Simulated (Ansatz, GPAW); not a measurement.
# A C7 chain between two Pd chains: relaxation, then transmission at several levels, part 2 of 4

How well does a C7 chain between two Pd chains conduct once its atoms have relaxed, and how much do cheaper levels lose?

GPAW 26.7.0 and Ansatz 0.2.0; Ansatz plane waves; relaxation of the junction with the lead ends held; PAW set soft_1 (the session's first sound run).

So far. Step 2 (Relaxing the atoms): The relaxation lowered the energy of the cell by 0.975 eV.

### Step 3. Plane-wave reference (PBE)

A plane-wave run comes first: its basis does not favour the atoms, so it serves as the reference for the orbital bases.

This step: Ansatz plane waves; Landauer transmission by layers, zero bias; PAW set soft_1 (Ansatz 0.2.0).

File input.yaml:

```yaml
crystal:
  lattice:
    - [9.0, 0.0, 0.0]
    - [0.0, 9.0, 0.0]
    - [0.0, 0.0, 48.927]
  atoms:
    - { symbol: Pd, position: [0.5, 0.5, 0.0255482658] }
    - { symbol: Pd, position: [0.5, 0.5, 0.0766447974] }
    - { symbol: Pd, position: [0.5, 0.5, 0.1277413289] }
    - { symbol: Pd, position: [0.5, 0.5, 0.1788378605] }
    - { symbol: Pd, position: [0.5, 0.5, 0.2299343921] }
    - { symbol: Pd, position: [0.5, 0.5, 0.2810309236] }
    - { symbol: Pd, position: [0.5485525708, 0.4961369589, 0.3332766073] }
    - { symbol: Pd, position: [0.4402924762, 0.5007353422, 0.3832562452] }
    - { symbol: C, position: [0.4796968563, 0.4992760213, 0.4205385948] }
    - { symbol: C, position: [0.4912174361, 0.4995938608, 0.4468143674] }
    - { symbol: C, position: [0.4962060351, 0.5003579219, 0.4733633575] }
    - { symbol: C, position: [0.4996386888, 0.5021130916, 0.4996693163] }
    - { symbol: C, position: [0.5023199123, 0.5045164653, 0.5259741411] }
    - { symbol: C, position: [0.5052109501, 0.508987368, 0.5525247274] }
    - { symbol: C, position: [0.5104669078, 0.5186902527, 0.578803673] }
    - { symbol: Pd, position: [0.5267008059, 0.552205605, 0.6162039724] }
    - { symbol: Pd, position: [0.4814753484, 0.4589604204, 0.6665259868] }
    - { symbol: Pd, position: [0.5, 0.5, 0.7189690764] }
    - { symbol: Pd, position: [0.5, 0.5, 0.7700656079] }
    - { symbol: Pd, position: [0.5, 0.5, 0.8211621395] }
    - { symbol: Pd, position: [0.5, 0.5, 0.8722586711] }
    - { symbol: Pd, position: [0.5, 0.5, 0.9233552026] }
    - { symbol: Pd, position: [0.5, 0.5, 0.9744517342] }
kpoints:
  mp_grid: { grid: [1, 1, 2] }
hamiltonian:
  xc: pbe
  pseudopotentials: { kind: paw, azcp: { folder: soft_1 } }
scf:
  occupations: { method: fermi_dirac, width: 0.1 }
output:
  transmission:
    leads: [[0, 1]]
    e_range: [-2, 2]
    de: 0.025
    kmesh: [1, 1]
    reduced_basis: true
  write_potential: true
  write_density: true
  volumetric_format: npy
  elf: true
```

Run with:

```console
$ ansatz run input.yaml --threads 4 --pin off --max-ram 8192MiB --backend cpu --events-out ev --progress --plain --runs-dir out
```

Numbers of over 12 decimals in the logs are rounded to 6 here.

Output:

```text
[...]
Crystal: 23 atoms, lattice volume = 3963.087 Å³
Basis set: ecut = 420 eV, 77375 PW (Γ)
Bands: 190, of which v1, the nominal top of the filled ones, is band 158 counted from 1 (157 counted from 0)
Symmetry: 1 space group operations
[...]
k-points: 2
[...]
SCF iter   1: F=—  HF=-113316.204035 eV  |F-HF|=—  |Δ(HF+E_count)|=         —  Δρ=6.05e-2  dr2=5.56e2  ethr=3.10e-3  ⟨swp⟩=10.5  Hψ=1912  notcnv=0
[...]
SCF iter  16: F=-113275.777713 eV  HF=-113275.777713 eV  |F-HF|=4.38e-8  |Δ(HF+E_count)|=   2.82e-8  Δρ=9.54e-7  dr2=7.69e-8  ethr=3.16e-11  ⟨swp⟩=24.0  Hψ=1805  notcnv=0
SCF 1 converged in 16 iterations: F = -113275.777713 eV  dr2 = 7.69e-8
[...]
transmission: 62 of 372 steps passed
transmission: 124 of 372 steps passed
[...]
transmission: 372 of 372 steps passed
WARN: The output density's exchange-correlation potential varies sharply where the density is thin. Do not read a vacuum level from v_tot or v_xc, or from such a field of the output density. On a cell that repeats whose density bears no net charge and no dipole along the vacuum's axis use v_es (v_loc + v_h of the components); under efield.dipole_correction with no amplitude use v_es + v_field, which holds any externa [...]
SCF converged after 16 iterations
Free energy (F): -113275.777713 eV
[...]
Internal energy: -113274.213672 eV  (E = F + TS)
E sigma→0 (E₀):  -113274.995693 eV
Entropy (-TS):   -1.564041 eV (-68.002 meV/atom)
Fermi energy:    -3.665312 eV
[...]
--- Band table (eV) ---
  k-point 0: bands = [... 154 lower, -3.8245, -3.7441, -3.6997, -3.6983, -3.6769, -3.6084, -3.5667, -3.5659, ... 28 higher]
  k-point 1: bands = [... 154 lower, -3.8401, -3.7472, -3.6952, -3.6853, -3.6682, -3.6063, -3.5707, -3.5696, ... 28 higher]
--- Transmission ---
  basis      : 717 plane waves across, 62 finite elements along
  points     : 1, standing for a mesh of 1 x 1
  filling    : by the input's occupations and mesh, since the crystals that have channels conduct as metals do. If one of these is a semiconductor, that mesh has misplaced its level
  energies   : 161 from -2.000000 to 2.000000 eV about the Fermi level, 0.025000 eV apart; the leads are filled to 0.000000 eV, and channels, transmission and decay are at 0.000000 eV
  crystal 0  : Pd1, at the sites [0, 1], period 2.5000 Å, over 30.00 Å; its Hamiltonian steps by up to 1.6 meV
    offset         : up to 0.0000 Å between an atom of the period and one for which it stands
    filled         : 11.2 meV under the level at which it is neutral
    channels       : 4.000000e0 a spin
    conductance    : 3.8155e14 S/m² at 300 K; may be off by some 0.0 % by where its bands' edges are placed, 0.2 % from the distance to neutral
  junction   : crystal 0 to crystal 0, 0.70 to 47.13 Å
    transmission   : 1.077254e-1 a spin
    error estimate : 2.949583e-5 a spin from the reduction of the transverse basis, at the most 3.101664e-3 at -1.650000 eV
    conductance    : 1.0011e13 S/m² at 300 K (1.0012e13 on every other energy)
    error estimate : 0.0 % from the energy spacing and 0.1 % from band edges of the leads and from resonances (wavevectors taken as independent; lower de), 0.0 % from the reduction of the transverse basis, 1.5 % from the steps of its leads' Hamiltonians or their offsets (lay more layers), 5.4 % from the distance to neutral
    resistance     : 9.7269e-2 Ω µm² beyond half of each lead's own
```

The job ended after 3.4 min (4 threads of Intel Xeon Platinum 8488C (Sapphire Rapids), shared host; peak memory 6.5 GiB; 7.3 min of CPU time).

The column dr2 measures how far the density is from self-consistency, as an energy; F and HF (Harris–Foulkes) agree once it is small.

This step gave:

| Property | Result |
| --- | --- |
| lead level | 0 eV from the Fermi level |
| transmission at the Fermi level (one spin) | 0.1077 |
| open channels of the lead at the Fermi level (one spin) | 4 |
| step of the potential along the lead | 1.6 meV |
| offset of the lead | 0 Å |
| filling of the lead less its bulk value, in size | 11.2 meV |
| conductance | 0.1047 G₀ |

One spin. Table of transmission, zone mean by energy, zero at the Fermi level:

energy (eV), transmission, zone mean and a bar:
```
   -2.000       0.57 ##########
   -1.900       0.70 ############
   -1.800       0.89 ################
   -1.700       1.15 ####################
   -1.600       1.43 #########################
   -1.500       1.62 #############################
   -1.400       1.69 ##############################
   -1.300       1.61 ############################
   -1.200       1.22 ######################
   -1.100       0.64 ###########
   -1.050       1.00 ##################
   -1.000       0.38 #######
   -0.900       0.51 #########
   -0.800       1.17 #####################
   -0.750       1.30 #######################
   -0.700       1.19 #####################
   -0.600       0.54 ##########
   -0.550       1.68 ##############################
   -0.500       0.64 ###########
   -0.400       0.34 ######
   -0.300       0.22 ####
   -0.200       0.17 ###
   -0.100       0.14 ###
    0.000       0.11 ##
    0.100       0.04 #
    0.200       0.00 
    0.300       0.00 
    0.400       0.00 
    0.500       0.01 
    0.600       0.07 #
    0.650       0.50 #########
    0.700       0.04 #
    0.800       0.01 
    0.900       0.00 
    1.000       0.00 
    1.100       0.00 
    1.200       0.00 
    1.300       0.00 
    1.400       0.00 
    1.500       0.00 
    1.600       0.00 
    1.700       0.00 
    1.800       0.00 
    1.900       0.00 
    2.000       0.00
```

One spin. The open channels, zone mean by energy, zero at the Fermi level:

```csv
energy (eV),"open channels, zone mean"
-2.000,3
-1.900,3
-1.800,3
-1.700,3
-1.600,3
-1.500,3
-1.400,3
-1.300,3
-1.200,3
-1.100,5
-1.000,5
-0.900,5
-0.800,5
-0.700,5
-0.600,5
-0.500,4
-0.400,4
-0.300,4
-0.200,4
-0.100,4
0.000,4
0.100,4
0.200,1
0.300,1
0.400,1
0.500,1
0.600,1
0.700,1
0.800,1
0.900,1
1.000,1
1.100,1
1.200,1
1.300,1
1.400,1
1.500,1
1.600,1
1.700,1
1.800,1
1.900,1
2.000,1
```

Crystal 0, spin -, k parallel (0, 0); distinct values, listed up to 1.5 1/Å. Im kz of the slowest decaying states against energy, zero at the Fermi level:

```csv
energy (eV),decay 1 (Å⁻¹),decay 2 (Å⁻¹),decay 3 (Å⁻¹),decay 4 (Å⁻¹)
-2.0000,0.728,0.818,0.820,1.35
-1.7500,0.666,0.702,0.703,1.33
-1.5000,0.542,0.543,0.595,1.30
-1.2500,0.243,0.244,0.515,1.28
-1.0000,0.418,1.25,1.26,1.37
-0.7500,0.290,1.23,1.23,1.34
-0.5000,0.265,0.265,1.20,1.21
-0.2500,0.519,0.519,1.18,1.18
0.0000,0.656,1.15,1.15,1.26
0.2500,0.118,0.118,0.143,0.751
0.5000,0.205,0.205,0.266,0.825
0.7500,0.255,0.255,0.347,0.883
1.0000,0.289,0.289,0.411,0.932
1.2500,0.311,0.311,0.464,0.974
1.5000,0.324,0.324,0.509,0.957
1.7500,0.330,0.330,0.548,0.921
2.0000,0.327,0.327,0.582,0.884
```

Crystal 0, spin -, k parallel (0, 0). Re kz of states that move upwards against energy, zero at the Fermi level:

```csv
energy (eV),channel 1 (Å⁻¹),channel 2 (Å⁻¹),channel 3 (Å⁻¹),channel 4 (Å⁻¹),channel 5 (Å⁻¹)
-2.000,-0.781,-0.781,0.603,-,-
-1.800,-0.711,-0.711,0.637,-,-
-1.600,-0.647,-0.646,0.672,-,-
-1.400,-0.586,-0.586,0.707,-,-
-1.200,-0.527,-0.527,0.744,-,-
-1.000,-0.470,-0.470,0.485,0.486,0.783
-0.800,-0.413,-0.413,0.749,0.749,0.826
-0.600,-0.355,-0.355,0.873,1.10,1.10
-0.400,-0.294,-0.294,0.204,0.927,-
-0.200,-0.226,-0.226,0.335,0.993,-
0.000,-0.141,-0.141,0.425,1.08,-
0.200,0.497,-,-,-,-
0.400,0.557,-,-,-,-
0.600,0.609,-,-,-,-
0.800,0.655,-,-,-,-
1.000,0.695,-,-,-,-
1.200,0.732,-,-,-,-
1.400,0.765,-,-,-,-
1.600,0.796,-,-,-,-
1.800,0.825,-,-,-,-
2.000,0.853,-,-,-,-
```

The electrostatic potential energy of an electron (with the applied field's), less the Fermi level, planar mean oscillates, so the rows of the table below give means over windows of 2.45 Å about each position, cut where the curve ends. Its first 14 maxima inside the range that stand out by 2 % of the span (Å: eV): 2.4: 5.04, 5.0: 5.04, 7.5: 5.04, 10.1: 5.03, 12.5: 5.03, 15.1: 5.02, 17.5: 4.91, 19.8: 5.18, 21.2: 5.00, 22.6: 4.88, 23.8: 4.84, 25.1: 4.82, 26.4: 4.89, 27.7: 4.99. Its first 14 minima: 1.2: 3.36, 3.8: 3.37, 6.3: 3.36, 8.7: 3.37, 11.3: 3.35, 13.7: 3.34, 16.3: 3.30, 18.8: 3.51, 20.5: 4.43, 21.9: 4.37, 23.1: 4.25, 24.5: 4.26, 25.7: 4.24, 27.0: 4.38.

Electrostatic potential energy of an electron (with the applied field's), less the Fermi level, planar mean against z; means over each step:

```csv
z (Å),"electrostatic potential energy of an electron (with the applied field's), less the Fermi level, planar mean (eV)"
1.23,4.25
3.68,4.25
6.12,4.25
8.58,4.24
11.03,4.24
13.47,4.23
15.93,4.20
18.38,4.29
20.83,4.74
23.28,4.56
25.73,4.57
28.18,4.76
30.63,4.29
33.08,4.21
35.53,4.23
37.98,4.24
40.43,4.25
42.88,4.25
45.33,4.25
47.78,4.17
```

The valence density, planar mean oscillates, so the rows of the table below give means over windows of 2.45 Å about each position, cut where the curve ends. Its first 14 maxima inside the range that stand out by 2 % of the span (Å: e/Å³): 1.2: 0.216, 3.8: 0.215, 6.3: 0.217, 8.7: 0.215, 11.3: 0.216, 13.7: 0.216, 16.3: 0.216, 18.8: 0.218, 27.3: 0.0404, 30.2: 0.218, 32.6: 0.216, 35.2: 0.216, 37.6: 0.216, 40.2: 0.215. Its first 14 minima: 2.4: 0.0150, 5.0: 0.0149, 7.5: 0.0149, 10.1: 0.0150, 12.5: 0.0148, 15.1: 0.0138, 17.5: 0.0139, 19.8: 0.0282, 29.1: 0.0278, 31.4: 0.0137, 33.8: 0.0136, 36.4: 0.0148, 38.9: 0.0150, 41.5: 0.0149.

Table of valence density, planar mean by z; means over each step:

```
z (Å)  valence density, planar mean (e/Å³)
 1.23                               0.0904
 3.68                               0.0904
 6.12                               0.0904
 8.58                               0.0904
11.03                               0.0903
13.47                               0.0903
15.93                               0.0898
18.38                               0.0907
20.83                               0.0364
23.28                               0.0379
25.73                               0.0379
28.18                               0.0364
30.63                               0.0903
33.08                               0.0894
35.53                               0.0902
37.98                               0.0902
40.43                               0.0903
42.88                               0.0903
45.33                               0.0904
47.78                               0.0974
```

ELF in the ca plane at fractional y = 0.499, with atoms of Pd and C within 0.2 Å of it. It is the smooth field of the valence electrons, not physical close to the nuclei.

Ten even steps from '0' (0.00) to '9' (0.86), each cell a mean:
```
00000000000000000000000000000000000000000000
00000000000000000000000000000000000000000000
00000000000000000000000000000000000000000000
00000000000000000000000000000000000000000000
00000000000000000000000000000000000000000000
00000000000111100000000000000000000000000000
11111111001111110000000000000000000000000011
11111111111223210011111111122211122222212223
21112222112355421122223433455544455555555566
42223444222443431123224776787777788788778878
43224444323432442234335987986897698679759957
34234324423443442245445954971694298159518824
44234334422345442343344942982695398369638946
43224554322223331243344876997898799789878878
32122332211112220144443687777776677677666666
11111111111111110134432454444433334443323333
11111111100001000012322221111111111111000111
00000000000000000011221100000000000000000000
00000000000000000001111000000000000000000000
00000000000000000000000000000000000000000000
00000000000000000000000000000000000000000000
00000000000000000000000000000000000000000000
00000000000000000000000000000000000000000000
00000000000000000000000000000000000000000000
```
Columns run along c (16.0 Å, from fractional 0.24 to 0.57 of the cell), rows up along a (9.0 Å). Atoms in or near the plane, at fractional coordinates: Pd at (0.28, 0.50), Pd at (0.33, 0.55), Pd at (0.38, 0.44), C at (0.42, 0.48), C at (0.45, 0.49), C at (0.47, 0.50), C at (0.50, 0.50), C at (0.53, 0.50), C at (0.55, 0.51).

Valence density in the ca plane at fractional y = 0.499, with atoms of Pd and C within 0.2 Å of it. It is the smooth field of the valence electrons, not physical close to the nuclei.

Values in e/Å³, 13 rows by 16 columns, each cell a mean:
```
 0  0  0  0  0  0  0  0  0  0  0  0  0  0  0  0
 0  0  0  0  0  0  0  0  0  0  0  0  0  0  0  0
 0  0  0  0  0  0  0  0  0  0  0  0  0  0  0  0
 0  0  0  0  0  0  0  0  0  0  0  0  0  0  0  0
 0  0  0  0  2  1  0  0  0  0  0  0  0  0  0  0
 2  2  4  1  9  5  0  0  0  1  1  1  1  1  1  1
 4  3 10  1  5  2  2  7  1  2  2  2  2  2  2  2
 1  1  2  0  0  0  3  9  1  1  1  1  1  1  1  0
 0  0  0  0  0  0  0  1  0  0  0  0  0  0  0  0
 0  0  0  0  0  0  0  0  0  0  0  0  0  0  0  0
 0  0  0  0  0  0  0  0  0  0  0  0  0  0  0  0
 0  0  0  0  0  0  0  0  0  0  0  0  0  0  0  0
 0  0  0  0  0  0  0  0  0  0  0  0  0  0  0  0
```
Columns run along c (16.0 Å, from fractional 0.24 to 0.57 of the cell), rows up along a (9.0 Å). Atoms in or near the plane, at fractional coordinates: Pd at (0.28, 0.50), Pd at (0.33, 0.55), Pd at (0.38, 0.44), C at (0.42, 0.48), C at (0.45, 0.49), C at (0.47, 0.50), C at (0.50, 0.50), C at (0.53, 0.50), C at (0.55, 0.51).

Electrostatic potential energy in the ca plane at fractional y = 0.499, with atoms of Pd and C within 0.2 Å of it. With pseudopotentials it is smooth inside the atoms' cores, unlike the true potential.

Values in eV, 13 rows by 16 columns, each cell a mean:
```
  2   2   2   2   2   2   2   2   2   2   2   2   2   2   2   2
  2   2   2   2   2   2   2   2   2   2   2   2   2   2   2   2
  2   2   2   2   2   2   2   2   2   2   2   2   2   2   2   2
  2   2   1   2   1   2   2   2   2   1   1   1   1   1   1   1
  1   0   0   0   0   0   0   0  -3  -5   0  -1   0  -2  -3   0
-16 -16 -19 -23 -24 -21 -21 -24 -24 -31  -5 -22  -6 -23 -32  -8
-44 -43 -43 -47 -46 -41 -39 -38 -25 -32 -13 -50 -17 -36 -47 -15
-14 -11 -11 -11 -10  -7  -6  -5  -3  -5  -5 -30  -8 -14 -21  -5
  1   1   1   1   1   1   1   2   2   1   0  -2   0   0   0   1
  2   2   2   2   2   2   2   2   2   2   1   1   1   1   1   1
  2   2   2   2   2   2   2   2   2   2   2   2   2   2   2   2
  2   2   2   2   2   2   2   2   2   2   2   2   2   2   2   2
  2   2   2   2   2   2   2   2   2   2   2   2   2   2   2   2
```
Columns run along c (16.0 Å, from fractional 0.43 to 0.76 of the cell; values clipped at the 3rd and 97th percentile), rows up along a (9.0 Å). Atoms in or near the plane, at fractional coordinates: C at (0.45, 0.49), C at (0.47, 0.50), C at (0.50, 0.50), C at (0.53, 0.50), C at (0.55, 0.51), C at (0.58, 0.51), Pd at (0.72, 0.50).

The largest of the program's own error estimates on the conductance is 5.4 %. T at the Fermi level is 0.108 of 4 open channels a spin.

(Part 2 of 4 ends here.)

[Logs are printed without paths, hosts, clocks, repeated set-up lines and the standing remarks that a program may print on its own settings, such as how far it seeks lower states.]

[Hosts, paths, dates, database ids (printed as entryN), source tags and the programs' standing remarks are cut or masked in the printed files.]
